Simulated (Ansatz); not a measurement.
ZrS2:

```
Zr S
1.0
     3.69138    0.00000    0.00000
    -1.84569    3.19683    0.00000
     0.00000    0.00000    6.04108
Zr S
1 2
Direct
  0.00000 0.00000 0.00000
  0.33333 0.66667 0.23791
  0.66667 0.33333 0.76209
```

The cell is a database's computed one.

Base run:

| Property | Result |
| --- | --- |
| Program | Ansatz 0.2.0 |
| Functional | PBE |
| Potentials or basis | all-electron LAPW, scalar-relativistic |
| Cutoff | 218 eV |
| Density cutoff | 871 eV |
| Basis error allowed | 0.001 eV/atom |
| k mesh | 8 × 8 × 5 |
| Occupations | fermi-dirac, width 0.05 eV |
| Spin | no spin polarisation |

Its results: band gap on the k mesh 1.05 eV, indirect (least direct gap 1.64 eV); pressure 0.5 GPa; largest force 0.047 eV/Å.

Q: The run is repeated on the same cell with these changes: functional from PBE to LDA; basis error allowed from 0.001 eV/atom to 0.002 eV/atom. What comes out?

A: Band gap on the k mesh 0.94 eV, indirect (least direct gap 1.53 eV); pressure -4.5 GPa; largest force 0.297 eV/Å.

Caveats: an odd mesh through Γ misses points on the zone boundary, where band edges often lie (some runs); this functional lacks dispersion, which binds the layers, so the pressure and a relaxed spacing across them are unreliable (some runs).

Not every run made on this cell is shown here.
